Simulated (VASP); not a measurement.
# Pd (P6_3/mmc) in VASP: a series of runs

The runs below take Pd through single point, with PBE.

Everything below comes from runs of VASP 6.6.1. Logs are shortened: lines on timing, memory, paths and dates and some standing lists are left out, and cuts for length are marked.

## 1. Starting point

The structure is hexagonal, space group P6_3/mmc (No. 194). The conventional cell has a = 2.784 Å, b = 2.784 Å, c = 4.629 Å, α = 90.00°, β = 90.00°, γ = 120.00°. Pd (site symmetry -6m2) has 12 Pd at 2.78 to 2.82 Å as nearest neighbours.

This isn't the form of Pd at room conditions, which is fcc.

## 2. Single point, PBE

INCAR reads:

```
SYSTEM = Pd
PREC = Accurate ; ENCUT = 400
EDIFF = 1E-6 ; ISMEAR = -1
SIGMA = 0.05 ; LREAL = .FALSE.
LASPH = .TRUE. ; NELM = 100
ALGO = Normal ; ISIF = 2
LWAVE = .FALSE. ; LCHARG = .FALSE.
GGA = PE ; ADDGRID = .FALSE.
```

KPOINTS reads:

```
Automatic mesh
0
G
  8 8 4
  0 0 0
```

POSCAR reads:

```
Pd
1.0
    2.7836650458      0.0000000000      0.0000000000
   -1.3918325229      2.4107246453      0.0000000000
    0.0000000000      0.0000000000      4.6288930000
Pd
2
Direct
    0.3333333333      0.6666666667      0.2500000000
    0.6666666667      0.3333333333      0.7500000000
```

Potentials or basis: VASP PAW PBE potentials, release 64 (Pd).

Started as:

```
$ cat potpaw_PBE.64/Pd/POTCAR > POTCAR
$ mpirun -np 1 vasp_std > vasp.out
```

OUTCAR:

```text
SYSTEM = Pd
   PREC = Accurate
   ENCUT = 400
   EDIFF = 1E-6
   ISMEAR = -1
   LREAL = .FALSE.
   LASPH = .TRUE.
   NELM = 100
   ISIF = 2
   GGA = PE

 Found     30 irreducible k-points:

 Following reciprocal coordinates:
            Coordinates               Weight
  0.000000  0.000000  0.000000      1.000000
  0.125000  0.000000  0.000000      6.000000
  0.250000  0.000000  0.000000      6.000000
  0.375000  0.000000  0.000000      6.000000
  0.500000  0.000000  0.000000      3.000000
  0.125000  0.125000  0.000000      6.000000
   k-points           NKPTS =     30   k-points in BZ     NKDIM =     30   number of bands    NBANDS=     14
   number of dos      NEDOS =    301   number of ions     NIONS =      2
   total plane-waves  NPLWV =   9720
   dimension x,y,z NGX =    18 NGY =   18 NGZ =   30
   dimension x,y,z NGXF=    36 NGYF=   36 NGZF=   60
   ions per type =               2
   NGX,Y,Z   is equivalent  to a cutoff of  10.75, 10.75, 10.77 a.u.
   NGXF,Y,Z  is equivalent  to a cutoff of  21.50, 21.50, 21.55 a.u.
 SYSTEM =  Pd
   PREC   = accura    normal or accurate (medium, high low for compatibility)
   ISTART =      0    job   : 0-new  1-cont  2-samecut
   ICHARG =      2    charge: 1-file 2-atom 10-const
   ISPIN  =      1    spin polarized calculation?
   LNONCOLLINEAR =      F non collinear calculations
   LSORBIT =      F    spin-orbit coupling
   LASPH  =      T    aspherical Exc in radial PAW
   ENCUT  =  400.0 eV  29.40 Ry    5.42 a.u.   4.54  4.54  7.55*2*pi/ulx,y,z
   NELM   =    100;   NELMIN=  2; NELMDL= -5     # of ELM steps
   EDIFF  = 0.1E-05   stopping-criterion for ELM
   LREAL  =      F    real-space projection
   EDIFFG = 0.1E-04   stopping-criterion for IOM
   NSW    =      0    number of steps for IOM
   IBRION =     -1    ionic relax: 0-MD 1-quasi-New 2-CG
   NFREE  =      0    steps in history (QN), initial steepest desc. (CG)
   ISIF   =      2    stress and relaxation
   ISYM   =      2    0-nonsym 1-usesym 2-fastsym
   POTIM  = 0.5000    time-step for ionic-motion
   TEBEG  =    0.0;   TEEND  =   0.0 temperature during run
   PSTRESS=    0.0 pullay stress
   NELECT =      20.0000    total number of electrons
   NUPDOWN=      -1.0000    fix difference up-down
   EMIN   =  10.00;   EMAX   =-10.00  energy-range for DOS
   EFERMI =   0.00;   METHOD = LEGACY
   ISMEAR =    -1;   SIGMA  =   0.05  broadening in eV -4-tet -1-fermi 0-gaus
   EFERMI_NEDOS =   21; number of points for ismear=-14 and -15
   IALGO  =     38    algorithm
   IMIX   =      4    mixing-type and parameters
     AMIX     =   0.40;   BMIX     =  1.00
     AMIX_MAG =   1.60;   BMIX_MAG =  1.00
  volume/ion in A,a.u.               =      15.53       104.81
  Fermi-wavevector in a.u.,A,eV,Ry     =   1.413636  2.671385 27.189429  1.998367
  Thomas-Fermi vector in A             =   2.535261
   LORBIT       =      0    0 simple, 1 ext, 2 COOP (PROOUT), +10 PAW based schemes
   GGA     = PE    functional components
   LHFCALC =     F    Hartree Fock is set to
   AEXX    =    0.0000 exact exchange contribution
   IVDW    =     0    specifies the selected vdW correction
   LEPSILON=     F    determine dielectric tensor
   LRPA    =     F    only Hartree local field effects (RPA)
 non-spin polarized calculation
  energy-cutoff  :      400.00
  volume of cell :       31.06
 maximum number of plane-waves:       580
   NGX =  9   NGY =  9   NGZ = 15

 number of electron      19.9999992 magnetization

 Free energy of the ion-electron system (eV)
  ---------------------------------------------------
  ext. energy  EPLUGINS =         0.00000000
  ---------------------------------------------------
  free energy    TOTEN  =       -10.36269125 eV

  energy without entropy =      -10.32072881  energy(sigma->0) =      -10.34171003

 E-fermi :   8.9622     XC(G=0): -12.8620

 val. band max:        8.9607725653   @ k =   0.3750   0.0000   0.0000
 cond. band min:       8.9739497038   @ k =   0.5000   0.0000   0.0000
 fundamental gap:      0.0131771385
 Fermi energy:         8.9621865635

 k-point     1 :       0.0000    0.0000    0.0000
  band No.  band energies     occupation
      1       2.1887      2.00000
      2       4.0263      2.00000
      3       6.2429      2.00000
      4       6.4156      2.00000
      5       6.4156      2.00000
      6       6.7423      2.00000
      7       6.7423      2.00000
      8       7.3950      2.00000
      9       7.3950      2.00000
     10       8.7249      1.98279
     11       8.7249      1.98279
     12       9.9222      0.00000
     13      15.5966      0.00000
     14      26.0082      0.00000

 k-point     2 :       0.1250    0.0000    0.0000
  band No.  band energies     occupation
      1       2.6664      2.00000
      2       4.3465      2.00000
      3       5.9872      2.00000
      4       6.5403      2.00000
      5       6.7211      2.00000
      6       6.7293      2.00000
      7       6.9505      2.00000
      8       7.0316      2.00000
      9       7.2115      2.00000
     10       7.6426      2.00000
     11       8.7987      1.92679
     12      11.7070      0.00000
     13      15.6221      0.00000
     14      25.5030      0.00000

 k-point     3 :       0.2500    0.0000    0.0000
  band No.  band energies     occupation
      1       3.8071      2.00000
      2       4.7002      2.00000
      3       5.7494      2.00000
      4       5.9224      2.00000
      5       6.3763      2.00000
      6       6.8433      2.00000
      7       7.1119      2.00000
      8       7.4976      2.00000
      9       7.5606      2.00000
     10       7.7901      2.00000
     11       8.9063      1.50737
     12      14.2848      0.00000
     13      15.8198      0.00000
     14      21.4311      0.00000

 k-point     4 :       0.3750    0.0000    0.0000
  band No.  band energies     occupation
      1       4.2908      2.00000
      2       4.5375      2.00000
      3       4.9015      2.00000
      4       6.5339      2.00000
      5       6.6651      2.00000
      6       6.7672      2.00000
      7       6.8283      2.00000
      8       8.5176      1.99972
      9       8.6805      1.99287
     10       8.9608      1.01414
     11       9.2201      0.01145
     12      15.9629      0.00000
     13      16.9616      0.00000
     14      17.6716      0.00000

 k-point     5 :       0.5000    0.0000    0.0000
  band No.  band energies     occupation
      1       4.1416      2.00000
      2       4.5228      2.00000
      3       4.6102      2.00000
      4       6.4167      2.00000
      5       6.6361      2.00000
      6       6.9661      2.00000
      7       7.3289      2.00000
      8       8.9459      1.16180
      9       8.9739      0.88291
     10       9.1247      0.07467
     11      11.4823      0.00000
     12      13.3337      0.00000
     13      18.3463      0.00000
     14      18.6527      0.00000

 k-point     6 :       0.1250    0.1250    0.0000
  band No.  band energies     occupation
      1       3.5195      2.00000
      2       4.8121      2.00000
      3       5.6353      2.00000
      4       6.1340      2.00000
      5       6.4385      2.00000
      6       6.7244      2.00000
      7       6.9334      2.00000
      8       7.3930      2.00000
      9       7.4014      2.00000
     10       7.7421      2.00000
     11       8.8307      1.86544
     12      13.5892      0.00000
     13      15.7505      0.00000
     14      23.7563      0.00000

 [... further k-points ...]
[... 5 lines left out ...]
  --------------------------------------------------------------------------------------
  -------------------------------------------------------------------------------------
  Total       -0.3938631     -0.3938631     -0.3033684     -0.0000000      0.0000000      0.0000000
  in kB      -20.3148724    -20.3148724    -15.6472945     -0.0000000      0.0000000      0.0000000
  external PRESSURE =     -18.7590131 kB  Pullay stress =       0.0000000 kB

 VOLUME and BASIS-vectors are now :
 -----------------------------------------------------------------------------
  energy-cutoff  :      400.00
  volume of cell :       31.06
      direct lattice vectors                 reciprocal lattice vectors
     2.783665046  0.000000000  0.000000000     0.359238624  0.207406516  0.000000000
    -1.391832523  2.410724645  0.000000000     0.000000000  0.414813032  0.000000000
     0.000000000  0.000000000  4.628893000     0.000000000  0.000000000  0.216034374

 POSITION                                       TOTAL-FORCE (eV/Angst)
 -----------------------------------------------------------------------------------
     -0.00000      1.60715      1.15722        -0.000000     -0.000000      0.000000
      1.39183      0.80357      3.47167         0.000000      0.000000      0.000000
 -----------------------------------------------------------------------------------
    total drift:                               -0.000000      0.000000     -0.000000

  FREE ENERGIE OF THE ION-ELECTRON SYSTEM (eV)
  ---------------------------------------------------
  free  energy   TOTEN  =       -10.3626912512 eV

  energy  without entropy=      -10.3207288097  energy(sigma->0) =      -10.34171003
```

Wall time 4.9 s (1 thread of AMD EPYC 9R45 (Zen 5), shared host); peak memory 0.1 GiB.

These settings aren't checked as converged: the numbers below hold their error.

What came out:

```
Free energy            : -10.3627 eV
Pressure               : -1.9 GPa
Band gap on the k mesh : none (metal or under the smearing width)
```

## 3. Single point, PBE

INCAR is that of step 2.

KPOINTS is that of step 2.

POSCAR reads:

```
Pd
1.0
    2.7836650458      0.0000000000      0.0000000000
   -1.3918325229      2.4107246453      0.0000000000
    0.0000000000      0.0000000000      4.6288930000
Pd
2
Direct
    0.3690330000      0.6707680000      0.2457130000
    0.7034100000      0.3270270000      0.7475630000
```

Potentials or basis: VASP PAW PBE potentials, release 64 (Pd).

Started as:

```
$ cat potpaw_PBE.64/Pd/POTCAR > POTCAR
$ mpirun -np 1 vasp_std > vasp.out
```

OUTCAR:

```text
SYSTEM = Pd
   PREC = Accurate
   ENCUT = 400
   EDIFF = 1E-6
   ISMEAR = -1
   LREAL = .FALSE.
   LASPH = .TRUE.
   NELM = 100
   ISIF = 2
   GGA = PE

 Found    132 irreducible k-points:

 Following reciprocal coordinates:
            Coordinates               Weight
  0.000000  0.000000  0.000000      1.000000
  0.125000  0.000000  0.000000      2.000000
  0.000000  0.125000  0.000000      2.000000
 -0.125000  0.125000  0.000000      2.000000
  0.250000  0.000000  0.000000      2.000000
  0.000000  0.250000  0.000000      2.000000
   k-points           NKPTS =    132   k-points in BZ     NKDIM =    132   number of bands    NBANDS=     14
   number of dos      NEDOS =    301   number of ions     NIONS =      2
   total plane-waves  NPLWV =   9720
   dimension x,y,z NGX =    18 NGY =   18 NGZ =   30
   dimension x,y,z NGXF=    36 NGYF=   36 NGZF=   60
   ions per type =               2
   NGX,Y,Z   is equivalent  to a cutoff of  10.75, 10.75, 10.77 a.u.
   NGXF,Y,Z  is equivalent  to a cutoff of  21.50, 21.50, 21.55 a.u.
 SYSTEM =  Pd
   PREC   = accura    normal or accurate (medium, high low for compatibility)
   ISTART =      0    job   : 0-new  1-cont  2-samecut
   ICHARG =      2    charge: 1-file 2-atom 10-const
   ISPIN  =      1    spin polarized calculation?
   LNONCOLLINEAR =      F non collinear calculations
   LSORBIT =      F    spin-orbit coupling
   LASPH  =      T    aspherical Exc in radial PAW
   ENCUT  =  400.0 eV  29.40 Ry    5.42 a.u.   4.54  4.54  7.55*2*pi/ulx,y,z
   NELM   =    100;   NELMIN=  2; NELMDL= -5     # of ELM steps
   EDIFF  = 0.1E-05   stopping-criterion for ELM
   LREAL  =      F    real-space projection
   EDIFFG = 0.1E-04   stopping-criterion for IOM
   NSW    =      0    number of steps for IOM
   IBRION =     -1    ionic relax: 0-MD 1-quasi-New 2-CG
   NFREE  =      0    steps in history (QN), initial steepest desc. (CG)
   ISIF   =      2    stress and relaxation
   ISYM   =      2    0-nonsym 1-usesym 2-fastsym
   POTIM  = 0.5000    time-step for ionic-motion
   TEBEG  =    0.0;   TEEND  =   0.0 temperature during run
   PSTRESS=    0.0 pullay stress
   NELECT =      20.0000    total number of electrons
   NUPDOWN=      -1.0000    fix difference up-down
   EMIN   =  10.00;   EMAX   =-10.00  energy-range for DOS
   EFERMI =   0.00;   METHOD = LEGACY
   ISMEAR =    -1;   SIGMA  =   0.05  broadening in eV -4-tet -1-fermi 0-gaus
   EFERMI_NEDOS =   21; number of points for ismear=-14 and -15
[... 18 lines left out ...]
   NGX =  9   NGY =  9   NGZ = 15

 number of electron      20.0000000 magnetization

 Free energy of the ion-electron system (eV)
  ---------------------------------------------------
  ext. energy  EPLUGINS =         0.00000000
  ---------------------------------------------------
  free energy    TOTEN  =       -10.36196201 eV

  energy without entropy =      -10.32005012  energy(sigma->0) =      -10.34100607

 E-fermi :   8.9626     XC(G=0): -12.8619

 val. band max:        8.9568530345   @ k =   0.3750   0.0000   0.0000
 cond. band min:       8.9649805461   @ k =   0.0000   0.5000   0.0000
 fundamental gap:      0.0081275116
 Fermi energy:         8.9625863388

 k-point     1 :       0.0000    0.0000    0.0000
  band No.  band energies     occupation
      1       2.1888      2.00000
      2       4.0262      2.00000
      3       6.2387      2.00000
      4       6.4055      2.00000
      5       6.4266      2.00000
      6       6.7303      2.00000
      7       6.7566      2.00000
      8       7.3448      2.00000
      9       7.4471      2.00000
     10       8.6773      1.99337
     11       8.7709      1.95765
     12       9.9225      0.00000
     13      15.5966      0.00000
     14      26.0067      0.00000
[... 71 lines left out ...]
      1       3.8141      2.00000
      2       4.7138      2.00000
      3       5.7684      2.00000
      4       5.9054      2.00000
      5       6.3605      2.00000
      6       6.8644      2.00000
      7       7.0678      2.00000
      8       7.5106      2.00000
      9       7.5666      2.00000
     10       7.7841      2.00000
     11       8.8890      1.62676
     12      14.3140      0.00000
     13      15.8219      0.00000
     14      21.4187      0.00000

 [... further k-points ...]

------------------------ aborting loop because EDIFF is reached ----------------------------------------

  FORCE on cell =-STRESS in cart. coord.  units (eV):
  Direction    XX          YY          ZZ          XY          YZ          ZX
  --------------------------------------------------------------------------------------
  -------------------------------------------------------------------------------------
  Total       -0.4332764     -0.3529258     -0.2951576      0.0266517     -0.0023494      0.0014121
  in kB      -22.3477559    -18.2033895    -15.2237927      1.3746544     -0.1211806      0.0728334
  external PRESSURE =     -18.5916460 kB  Pullay stress =       0.0000000 kB

 VOLUME and BASIS-vectors are now :
 -----------------------------------------------------------------------------
  energy-cutoff  :      400.00
  volume of cell :       31.06
      direct lattice vectors                 reciprocal lattice vectors
     2.783665046  0.000000000  0.000000000     0.359238624  0.207406516  0.000000000
    -1.391832523  2.410724645  0.000000000     0.000000000  0.414813032  0.000000000
     0.000000000  0.000000000  4.628893000     0.000000000  0.000000000  0.216034374

 POSITION                                       TOTAL-FORCE (eV/Angst)
 -----------------------------------------------------------------------------------
      0.09367      1.61704      1.13738         0.014201     -0.024168      0.070135
      1.50289      0.78837      3.46039        -0.014201      0.024168     -0.070135
 -----------------------------------------------------------------------------------
    total drift:                               -0.000018     -0.000004      0.000092

  FREE ENERGIE OF THE ION-ELECTRON SYSTEM (eV)
  ---------------------------------------------------
  free  energy   TOTEN  =       -10.3619620150 eV

  energy  without entropy=      -10.3200501223  energy(sigma->0) =      -10.34100607
```

OSZICAR:

```text
N       E                     dE             d eps       ncg     rms          rms(c)
DAV:   1     0.903162384606E+02    0.90316E+02   -0.91054E+03  3710   0.113E+03
DAV:   2    -0.960951367632E+01   -0.99926E+02   -0.95510E+02  3978   0.254E+02
DAV:   3    -0.108700785233E+02   -0.12606E+01   -0.12511E+01  4386   0.331E+01
DAV:   4    -0.108773866829E+02   -0.73082E-02   -0.73070E-02  4176   0.238E+00
DAV:   5    -0.108775003133E+02   -0.11363E-03   -0.11363E-03  4434   0.321E-01    0.956E+00
DAV:   6    -0.103830794382E+02    0.49442E+00   -0.14360E+00  3822   0.132E+01    0.470E+00
DAV:   7    -0.103671619811E+02    0.15917E-01   -0.88509E-03  4272   0.806E-01    0.241E+00
DAV:   8    -0.103619620294E+02    0.52000E-02   -0.16071E-03  3900   0.344E-01    0.719E-02
DAV:   9    -0.103619549829E+02    0.70465E-05   -0.44740E-05  4464   0.693E-02    0.232E-02
DAV:  10    -0.103619622916E+02   -0.73087E-05   -0.53476E-06  4032   0.230E-02    0.731E-03
DAV:  11    -0.103619620150E+02    0.27661E-06   -0.27436E-07  2244   0.635E-03
   1 F= -.10361962E+02 E0= -.10341006E+02  d E =-.419119E-01
```

Run time: 15 s. Hardware: 1 thread of AMD EPYC 9R45 (Zen 5), shared host; peak memory 0.12 GiB.

These settings aren't checked as converged: the numbers below hold their error.

Results:

```yaml
Free_energy: -10.3620 eV
Pressure: -1.9 GPa
Largest_force: 0.076 eV/Å
Band_gap_on_the_k_mesh: none (metal or under the smearing width)
```

## 4. Single point, PBE

INCAR, as its differences from that of step 3:

```diff
@@ -3,3 +3,3 @@
 EDIFF = 1E-6 ; ISMEAR = -1
-SIGMA = 0.05 ; LREAL = .FALSE.
+SIGMA = 0.02 ; LREAL = .FALSE.
 LASPH = .TRUE. ; NELM = 100
```

KPOINTS is that of step 3.

POSCAR reads:

```
Pd
1.0
    2.7836650458      0.0000000000      0.0000000000
   -1.3918325229      2.4107246453      0.0000000000
    0.0000000000      0.0000000000      4.6288930000
Pd
2
Direct
    0.3333333333      0.6666666667      0.2500000000
    0.6666666667      0.3333333333      0.7500000000
```

Started as:

```
$ cat potpaw_PBE.64/Pd/POTCAR > POTCAR
$ mpirun -np 1 vasp_std > vasp.out
```

It took 4.5 s on 1 thread of AMD EPYC 9R45 (Zen 5), shared host; peak memory 0.09 GiB.

The run converged, but some of its settings lie outside the range that counts as converged, so its numbers aren't taken as properties of the crystal.

Results:

* Free energy: -10.3446 eV
* Pressure: -2.0 GPa
* Band gap on the k mesh: none (metal or under the smearing width)

(Part 1 of 2 ends here.)
